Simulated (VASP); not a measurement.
# TiC (P-6m2) in VASP: settings compared, part 2 of 2

VASP 6.6.1. Earlier steps stand in the parts before.

### 3 Relaxation of cell and atoms, PBEsol+D3(BJ)

File INCAR:

```
PREC = Accurate ; ENCUT = 600
EDIFF = 1E-7 ; ISMEAR = -1
SIGMA = 0.05 ; LREAL = F
LASPH = T ; NELM = 60
ALGO = Normal ; ISIF = 3
LWAVE = F ; LCHARG = F
GGA = PS ; IVDW = 12
IBRION = 2 ; NSW = 40
EDIFFG = -0.005
```

File KPOINTS:

```
Automatic mesh
0
Gamma
  10 10 10
```

File POSCAR:

```
TiC
1.0
    3.0420900000      0.0000000000      0.0000000000
   -1.5210400000      2.6345200000      0.0000000000
    0.0000000000      0.0000000000      2.6979700000
Ti C
1 1
Direct
    0.0000000000      0.0000000000      0.5000000000
    0.3333300000      0.6666700000      0.0000000000
```

Potentials or basis: VASP PAW PBE potentials, release 64 (Ti_sv, C).

Started as:

```
> cat potpaw_PBE.64/Ti_sv/POTCAR potpaw_PBE.64/C/POTCAR > POTCAR
> mpirun -np 1 vasp_std > vasp.out
```

OUTCAR:

```text
PREC = Accurate
   ENCUT = 600
   EDIFF = 1E-7
   ISMEAR = -1
   LREAL = F
   LASPH = T
   NELM = 60
   ISIF = 3
   GGA = PS
   IVDW = 12
   IBRION = 2
   NSW = 40
   EDIFFG = -0.005
 IVDW          = 12

 ion  position               nearest neighbor table
   1  0.000  0.000  0.500-   2 2.21   2 2.21   2 2.21   2 2.21   2 2.21   2 2.21
   2  0.333  0.667  0.000-   1 2.21   1 2.21   1 2.21   1 2.21   1 2.21   1 2.21

  LATTYP: Found a hexagonal cell.
 ALAT       =     3.0420900000
 C/A-ratio  =     0.8868804013

  Lattice vectors:

 A1 = (   3.0420900000,   0.0000000000,   0.0000000000)
 A2 = (  -1.5210400000,   2.6345200000,   0.0000000000)
 A3 = (   0.0000000000,   0.0000000000,   2.6979700000)

Analysis of symmetry for initial positions (statically):
=====================================================================
 Subroutine PRICEL returns:
 Original cell was already a primitive cell.

 Routine SETGRP: Setting up the symmetry group for a
 hexagonal supercell.

 Subroutine GETGRP returns: Found  4 space group operations
 (whereof  4 operations were pure point group operations)
 out of a pool of 24 trial point group operations.

The static configuration has the point symmetry C_2v.

Analysis of symmetry for dynamics (positions and initial velocities):
=====================================================================
 Subroutine PRICEL returns:
 Original cell was already a primitive cell.
[... 155 lines left out ...]
  free energy    TOTEN  =       -18.39073932 eV

  energy without entropy =      -18.38658078  energy(sigma->0) =      -18.38866005

------------------------ aborting loop because EDIFF is reached ----------------------------------------

 Edisp (eV)   -0.76456

 E8    (eV) :    -0.5034
[... 311 lines left out ...]
--------------------------------------- Ionic step        9  -------------------------------------------

 number of electron      16.0000002 magnetization

 Free energy of the ion-electron system (eV)
  ---------------------------------------------------
  ext. energy  EPLUGINS =         0.00000000
  ---------------------------------------------------
  free energy    TOTEN  =       -18.39045601 eV

  energy without entropy =      -18.38682421  energy(sigma->0) =      -18.38864011

 E-fermi :   9.0831     XC(G=0): -12.7479

 val. band max:        9.0549302323   @ k =   0.5000   0.5000   0.1000
 cond. band min:       9.0865477759   @ k =   0.5000   0.5000   0.1000
 fundamental gap:      0.0316175436
 Fermi energy:         9.0831240220

 k-point     1 :       0.0000    0.0000    0.0000
  band No.  band energies     occupation
      1     -47.0125      2.00000
      2     -23.2403      2.00000
      3     -23.2402      2.00000
      4     -22.7735      2.00000
      5      -3.0908      2.00000
      6       7.4812      2.00000
      7       7.4813      2.00000
      8       8.0344      2.00000
      9      11.4864      0.00000
     10      12.7169      0.00000
     11      12.7169      0.00000
     12      15.1948      0.00000
[... 331 lines left out ...]
 k-point    24 :      -0.2000    0.4000    0.0000
  band No.  band energies     occupation
      1     -46.9550      2.00000
      2     -23.6068      2.00000
      3     -23.3809      2.00000
      4     -22.7237      2.00000
      5      -1.1699      2.00000
      6       5.0364      2.00000
      7       7.7628      2.00000
      8       9.1102      0.73526
      9       9.3504      0.00950
     10      12.2030      0.00000
     11      12.9093      0.00000
     12      13.5390      0.00000

 [... further k-points ...]

------------------------ aborting loop because EDIFF is reached ----------------------------------------

 Edisp (eV)   -0.80912

 E8    (eV) :    -0.5329
[... 25 lines left out ...]
  FREE ENERGIE OF THE ION-ELECTRON SYSTEM (eV)
  ---------------------------------------------------
  free  energy   TOTEN  =       -19.1995738207 eV

  energy  without entropy=      -19.1959420227  energy(sigma->0) =      -19.19775792

 reached required accuracy - stopping structural energy minimisation
```

OSZICAR:

```text
N       E                     dE             d eps       ncg     rms          rms(c)
DAV:   1     0.131025598210E+03    0.13103E+03   -0.95276E+03  4468   0.176E+03
DAV:   2    -0.948992732236E+01   -0.14052E+03   -0.13378E+03  4604   0.404E+02
DAV:   3    -0.236305367203E+02   -0.14141E+02   -0.13648E+02  7684   0.112E+02
[... 91 lines left out ...]
DAV:   4    -0.183904537869E+02   -0.13948E-06   -0.15162E-05  4984   0.412E-02    0.532E-03
DAV:   5    -0.183904553678E+02   -0.15808E-05   -0.17199E-06  5736   0.135E-02    0.160E-03
DAV:   6    -0.183904558496E+02   -0.48182E-06   -0.10919E-06  5516   0.571E-03    0.174E-03
DAV:   7    -0.183904559662E+02   -0.11663E-06   -0.50676E-08  2356   0.253E-03    0.555E-04
DAV:   8    -0.183904560078E+02   -0.41609E-07   -0.33221E-08  2244   0.178E-03
   9 F= -.19199574E+02 E0= -.19197758E+02  d E =-.149452E-05
```

Run time: 2.1 min. Hardware: 1 thread of Intel Xeon Platinum 8488C (Sapphire Rapids), shared host; peak memory 0.21 GiB.

What came out:

| Item | Value |
| --- | --- |
| Free energy | -19.1996 eV |
| Relaxed volume | 10.23 Å³/atom |
| Relaxed cell | a = 2.978 Å, b = 2.978 Å, c = 2.664 Å, α = 90.00°, β = 90.00°, γ = 120.00° |
| Space group after relaxing (to 0.05 Å) | P-6m2 (No. 187) |
| Energy gained by relaxing | 22.1 meV/atom |
| Ionic steps | 9 |
| Pressure after relaxing | 0.0 GPa |
| Band gap on the k mesh | none (metal or under the smearing width) |
| Dispersion energy per atom | -0.405 eV |

The path:
```tsv
step	energy change (eV)	largest force (eV/Å)	pressure (GPa)	volume (Å³)
1	0.0000	0.0001	-11.77	21.62
2	0.0235	0.0000	17.63	19.23
3	-0.0432	0.0001	-0.22	20.51
4	-0.0432	0.0001	-0.03	20.49
5	-0.0441	0.0000	0.07	20.47
6	-0.0443	0.0000	0.09	20.46
7	-0.0443	0.0000	0.09	20.45
8	-0.0443	0.0000	-0.07	20.47
9	-0.0443	0.0000	0.02	20.46
```

Final structure:
```
CELL_PARAMETERS angstrom
2.97819 0.00000 0.00000
-1.48909 2.57918 0.00000
0.00000 0.00000 2.66361
ATOMIC_POSITIONS crystal
Ti 0.00000 0.00000 0.50000
C 0.33333 0.66667 0.00000
```

Caveat: the PAW data sets were made with another functional, which shifts forces and pressure a little; pairwise dispersion overbinds metals, which lowers pressure and volume.

### 4 Relaxation of cell and atoms, PBE

File INCAR:

```
SYSTEM = TiC
PREC = Accurate
ENCUT = 600
EDIFF = 1E-6
ISMEAR = -1
SIGMA = 0.05
LREAL = .FALSE.
LASPH = .TRUE.
NELM = 100
ALGO = Normal
ISIF = 3
LWAVE = .FALSE.
LCHARG = .FALSE.
GGA = PE
IBRION = 2
NSW = 40
EDIFFG = -0.005
```

File KPOINTS:

```
regular mesh
0
G
  10 10 10
  0 0 0
```

POSCAR is that of step 3.

Started as:

```
> cat potpaw_PBE.64/Ti_sv/POTCAR potpaw_PBE.64/C/POTCAR > POTCAR
> mpirun -np 1 vasp_std > vasp.out
```

Run time: 3.1 min. Hardware: 1 thread of AMD EPYC 7R43 (Zen 3), shared host; peak memory 0.16 GiB.

The run converged. Its results:

- Free energy: -17.3561 eV
- Relaxed volume: 10.82 Å³/atom
- Relaxed cell: a = 3.046 Å, b = 3.046 Å, c = 2.694 Å, α = 90.00°, β = 90.00°, γ = 120.00°
- Space group after relaxing (to 0.05 Å): P-6m2 (No. 187)
- Energy gained by relaxing: 0.0 meV/atom
- Ionic steps: 10
- Pressure after relaxing: 0.0 GPa
- Band gap on the k mesh: none (metal or under the smearing width)

Stress tensor (GPa, compression positive):
```
-0.04  0.00  0.00
 0.00 -0.04  0.00
 0.00  0.00  0.04
```

Final structure:
```yaml
crystal:
  lattice:
    - [3.04555, -0.00001, 0.00000]
    - [-1.52278, 2.63751, 0.00000]
    - [0.00000, 0.00000, 2.69429]
  atoms:
    - { symbol: Ti, position: [0.00000, 0.00000, 0.50000] }
    - { symbol: C, position: [0.33333, 0.66667, 0.00000] }
```

Levels at points of the mesh, in eV from the Fermi level:
```csv
k point,band 5,band 6,band 7,band 8,band 9,band 10,band 11,band 12
"(0.00, 0.00, 0.00)",-12.00,-1.61,-1.61,-0.96,2.32,3.33,3.33,5.67
"(0.50, 0.00, 0.00)",-9.62,-4.87,-0.76,-0.28,0.20,3.03,3.45,3.70
"(0.50, 0.50, 0.00)",-9.62,-4.87,-0.76,-0.28,0.20,3.03,3.45,3.70
"(0.00, 0.00, 0.50)",-8.86,-5.60,-0.52,-0.52,1.13,1.13,4.72,4.72
"(0.50, 0.00, 0.50)",-8.79,-4.01,-2.56,-2.23,1.49,3.26,4.34,5.55
"(0.50, 0.50, 0.50)",-8.79,-4.01,-2.56,-2.23,1.49,3.26,4.34,5.55
```

### 5 Relaxation of cell and atoms, LDA

File INCAR:

```
SYSTEM = TiC
PREC = Accurate
ENCUT = 600
EDIFF = 1E-6
ISMEAR = -1
SIGMA = 0.05
LREAL = .False.
LASPH = .True.
NELM = 80
ALGO = Normal
ISIF = 3
LWAVE = .False.
LCHARG = .False.
GGA = CA
IBRION = 2
NSW = 60
EDIFFG = -0.02
```

File KPOINTS:

```
Automatic mesh
0
Gamma
  10 10 10
  0 0 0
```

POSCAR is that of step 4.

Potentials or basis: VASP PAW LDA potentials, release 64 (Ti_sv, C).

Started as:

```
> cat potpaw_LDA.64/Ti_sv/POTCAR potpaw_LDA.64/C/POTCAR > POTCAR
> mpirun -np 1 vasp_std > vasp.out
```

It took 3 min on 1 thread of AMD EPYC 7R43 (Zen 3), shared host; peak memory 0.16 GiB.

The run converged. Its results:

* Free energy: -19.1150 eV
* Relaxed volume: 10.28 Å³/atom
* Relaxed cell: a = 2.986 Å, b = 2.986 Å, c = 2.661 Å, α = 90.00°, β = 90.00°, γ = 120.00°
* Space group after relaxing (to 0.05 Å): P-6m2 (No. 187)
* Energy gained by relaxing: 18.8 meV/atom
* Ionic steps: 6
* Pressure after relaxing: 0.0 GPa
* Band gap on the k mesh: none (metal or under the smearing width)

Stress tensor (GPa, compression positive):
```
-0.04  0.00  0.00
 0.00 -0.04  0.00
 0.00  0.00  0.06
```

The path:
```tsv
step	energy change (eV)	largest force (eV/Å)	pressure (GPa)	volume (Å³)
1	0.0000	0.0001	-10.99	21.62
2	0.0229	0.0000	16.57	19.38
3	-0.0371	0.0001	-0.19	20.60
4	-0.0372	0.0001	-0.05	20.58
5	-0.0376	0.0000	0.01	20.56
6	-0.0377	0.0000	-0.01	20.55
```

Final structure:
```
Ti C
1.0
     2.98632   -0.00001    0.00000
    -1.49316    2.58622    0.00000
     0.00000    0.00000    2.66113
Ti C
1 1
Direct
  0.00000 0.00000 0.50000
  0.33333 0.66667 0.00000
```

Levels at points of the mesh, in eV from the Fermi level:
| k point | band 4 | band 5 | band 6 | band 7 | band 8 | band 9 | band 10 | band 11 | band 12 |
| --- | --- | --- | --- | --- | --- | --- | --- | --- | --- |
| (0.00, 0.00, 0.00) | -31.70 | -12.00 | -1.63 | -1.63 | -1.06 | 2.41 | 3.59 | 3.59 | 6.03 |
| (0.50, 0.00, 0.00) | -31.64 | -9.41 | -4.95 | -0.83 | -0.35 | 0.37 | 3.25 | 3.73 | 4.05 |
| (0.50, 0.50, 0.00) | -31.64 | -9.41 | -4.95 | -0.83 | -0.35 | 0.37 | 3.25 | 3.73 | 4.05 |
| (0.00, 0.00, 0.50) | -32.08 | -8.63 | -5.74 | -0.48 | -0.48 | 1.19 | 1.19 | 4.99 | 4.99 |
| (0.50, 0.00, 0.50) | -32.18 | -8.72 | -4.10 | -2.52 | -2.30 | 1.57 | 3.55 | 4.67 | 6.12 |
| (0.50, 0.50, 0.50) | -32.18 | -8.72 | -4.10 | -2.52 | -2.30 | 1.57 | 3.55 | 4.67 | 6.12 |

### 6 Relaxation of cell and atoms, PBEsol

File INCAR:

```
PREC = Accurate
ENCUT = 600
EDIFF = 1E-7
ISMEAR = -1
SIGMA = 0.05
LREAL = False
LASPH = True
NELM = 80
ALGO = Fast
ISIF = 3
LWAVE = False
LCHARG = False
GGA = PS
IBRION = 2
NSW = 40
EDIFFG = -0.02
```

File KPOINTS:

```
Automatic mesh
0
Gamma
  10 10 10
```

POSCAR is that of step 5.

Potentials or basis: VASP PAW PBE potentials, release 64 (Ti_sv, C).

Started as:

```
> cat potpaw_PBE.64/Ti_sv/POTCAR potpaw_PBE.64/C/POTCAR > POTCAR
> mpirun -np 1 vasp_std > vasp.out
```

Wall time 11 min (1 thread of AMD EPYC 7R43 (Zen 3), shared host); peak memory 0.16 GiB.

Results (log left out):

```
Free energy                            : -18.4018 eV
Relaxed volume                         : 10.53 Å³/atom
Relaxed cell                           : a = 3.015 Å, b = 3.015 Å, c = 2.675 Å, α = 90.00°, β = 90.00°, γ = 120.00°
Space group after relaxing (to 0.05 Å) : P-6m2 (No. 187)
Energy gained by relaxing              : 5.7 meV/atom
Ionic steps                            : 5
Pressure after relaxing                : -0.1 GPa
Band gap on the k mesh                 : none (metal or under the smearing width)
```

Stress tensor (GPa, compression positive):
```
-0.23  0.00  0.00
 0.00 -0.23  0.00
 0.00  0.00  0.10
```

Step by step:
| step | energy change (eV) | largest force (eV/Å) | pressure (GPa) | volume (Å³) |
| --- | --- | --- | --- | --- |
| 1 | 0.0000 | 0.0001 | -5.98 | 21.62 |
| 2 | 0.0049 | 0.0000 | 7.93 | 20.38 |
| 3 | -0.0114 | 0.0001 | 0.00 | 21.05 |
| 4 | -0.0114 | 0.0001 | -0.10 | 21.06 |
| 5 | -0.0114 | 0.0000 | -0.12 | 21.05 |

Final structure:
```
CELL_PARAMETERS angstrom
3.01467 0.00000 0.00000
-1.50733 2.61077 0.00000
0.00000 0.00000 2.67461
ATOMIC_POSITIONS crystal
Ti 0.00000 0.00000 0.50000
C 0.33333 0.66667 0.00000
```

Levels at points of the mesh, in eV from the Fermi level:
```csv
k point,band 5,band 6,band 7,band 8,band 9,band 10,band 11,band 12
"(0.00, 0.00, 0.00)",-12.09,-1.63,-1.63,-1.03,2.39,3.49,3.49,5.90
"(0.50, 0.00, 0.00)",-9.58,-4.97,-0.82,-0.30,0.27,3.17,3.62,3.90
"(0.50, 0.50, 0.00)",-9.58,-4.97,-0.82,-0.30,0.27,3.17,3.62,3.90
"(0.00, 0.00, 0.50)",-8.80,-5.73,-0.50,-0.50,1.17,1.17,4.88,4.88
"(0.50, 0.00, 0.50)",-8.80,-4.10,-2.58,-2.28,1.50,3.44,4.54,5.86
"(0.50, 0.50, 0.50)",-8.80,-4.10,-2.58,-2.28,1.50,3.44,4.54,5.86
```

Caveat: the PAW data sets were made with another functional, which shifts forces and pressure a little.

### 7 Summary

| level | potentials or basis | gap on the mesh (eV) | pressure (GPa) | relaxed volume (Å³/atom) |
| --- | --- | --- | --- | --- |
| PBEsol+D3 | VASP PAW PBE potentials, release 64 (Ti_sv, C) | none | 0.1 | 10.38 |
| PBEsol+D3(BJ) | VASP PAW PBE potentials, release 64 (Ti_sv, C) | none | 0.0 | 10.23 |
| PBE | VASP PAW PBE potentials, release 64 (Ti_sv, C) | none | 0.0 | 10.82 |
| LDA | VASP PAW LDA potentials, release 64 (Ti_sv, C) | none | 0.0 | 10.28 |
| PBEsol | VASP PAW PBE potentials, release 64 (Ti_sv, C) | none | -0.1 | 10.53 |

Alike in all rows: task relaxation of cell and atoms; no spin polarisation; cell relaxed; k mesh 10 × 10 × 10; cutoff (eV) 600; smearing fermi-dirac 0.05 eV.

Caveats: the PAW data sets were made with another functional, which shifts forces and pressure a little (some runs); pairwise dispersion overbinds metals, which lowers pressure and volume (some runs).

Total energies depend on the potentials used, so only differences within one code and one set of settings carry meaning.
